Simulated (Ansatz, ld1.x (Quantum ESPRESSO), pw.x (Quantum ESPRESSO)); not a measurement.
Equation-of-state test of one ultrasoft potential (H (Z = 1))

| Property | Result |
| --- | --- |
| Element | hydrogen (H) |
| Generator | ld1.x (Quantum ESPRESSO) 7.5 |
| Type | ultrasoft |
| Functional | PBE |
| Relativity | scalar-relativistic |
| Frozen core | none |
| Valence charge | 1 |
| Reference configuration | 1s1 |
| Partial waves | 1s (bound): rcut 1.40, rcutus 1.55 bohr; 1s channel at 1.95 Ry: rcut 1.40, rcutus 1.55 bohr; 2p channel at 0.25 Ry: rcut 1.20, rcutus 1.55 bohr; 2p channel at 1.1 Ry: rcut 1.20, rcutus 1.55 bohr |
| Local potential | all-electron potential smoothed inside 1.45 bohr (lloc = -1) |
| Core correction | none |
| Augmentation charge | PSQ, inside the norm-conserving radii |

Atomic tests: cutoffs needed: 10 Ry and 18 Ry (the cutoffs (Ry, on a coarse ladder) from which the occupation-weighted sum of valence levels, in a spherical-Bessel basis at the reference potential, stays within 10 and 1 mRy of its value at 400 Ry); ghost test: no extra level below or beside the all-electron valence levels (s, p, d, f tested) (spherical-Bessel basis up to 400 Ry, 20 bohr box); lowest eigenvalue of the overlap operator: 0.79 (s channel).

Crystal test: sc H in pw.x 7.5, no spin, 18³ k-points, Fermi–Dirac smearing 0.01 Ry, cutoffs 40/320 Ry. The lattice is a test structure that the element need not adopt, and mesh and smearing are coarse.

pw.x input:

```
&control
  calculation='scf', prefix='x', pseudo_dir='./', outdir='./tmp', tstress=.true., disk_io='none'
/
&system
  ibrav=0, nat=1, ntyp=1, ecutwfc=40, ecutrho=320, nbnd=7,
  occupations='smearing', smearing='fd', degauss=0.01
/
&electrons
  conv_thr=1e-09, mixing_beta=0.4, electron_maxstep=70
/
ATOMIC_SPECIES
H 1.0 H.UPF
CELL_PARAMETERS angstrom
  1.45132657 0.00000000 0.00000000
  0.00000000 1.45132657 0.00000000
  0.00000000 0.00000000 1.45132657
ATOMIC_POSITIONS crystal
H 0.0000 0.0000 0.0000
K_POINTS automatic
18 18 18 0 0 0
```

```bash
pw.x < H.scf.in > H.scf.out
```

Question: How does the run end?

Answer: It converges; the pressure is 1.30 GPa against 1.13 GPa from all-electron LAPW. The largest radius (1.55 bohr) exceeds half the bond length (1.37 bohr), so the spheres overlap, which is one possible source of error among others. The log shows:

```
Message from routine setup:
     using ibrav=0 with symmetry is DISCOURAGED, use correct ibrav instead
     lattice parameter (alat)  =       2.7426  a.u.
     unit-cell volume          =      20.6297 (a.u.)^3
     number of electrons       =         1.00
     number of Kohn-Sham states=            7
     kinetic-energy cutoff     =      40.0000  Ry
     charge density cutoff     =     320.0000  Ry
     scf convergence threshold =      1.0E-09
     Exchange-correlation= PBE
     number of k points=   220  Fermi-Dirac smearing, width (Ry)=  0.0100
     iteration #  1     ecut=    40.00 Ry     beta= 0.40
     total energy              =      -1.08507374 Ry
     estimated scf accuracy    <       0.00022613 Ry
     iteration #  2     ecut=    40.00 Ry     beta= 0.40
     total energy              =      -1.08510462 Ry
     estimated scf accuracy    <       0.00008469 Ry
     iteration #  3     ecut=    40.00 Ry     beta= 0.40
     total energy              =      -1.08510626 Ry
     estimated scf accuracy    <          9.2E-09 Ry
     iteration #  4     ecut=    40.00 Ry     beta= 0.40
     total energy              =      -1.08510629 Ry
     estimated scf accuracy    <       0.00000003 Ry
     iteration #  5     ecut=    40.00 Ry     beta= 0.40
     the Fermi energy is     2.8390 ev
!    total energy              =      -1.08510629 Ry
     estimated scf accuracy    <          2.9E-11 Ry
     smearing contrib. (-TS)   =      -0.00047824 Ry
     The total energy is F=E-TS. E is the sum of the following terms:
     one-electron contribution =       0.59097516 Ry
     hartree contribution      =       0.02708731 Ry
     xc contribution           =      -0.66816584 Ry
     ewald contribution        =      -1.03452469 Ry
     convergence has been achieved in   5 iterations
          total   stress  (Ry/bohr**3)                   (kbar)     P=       12.97
     Message from routine punch:
     Nothing written, as per user request (disk_io='none')
```
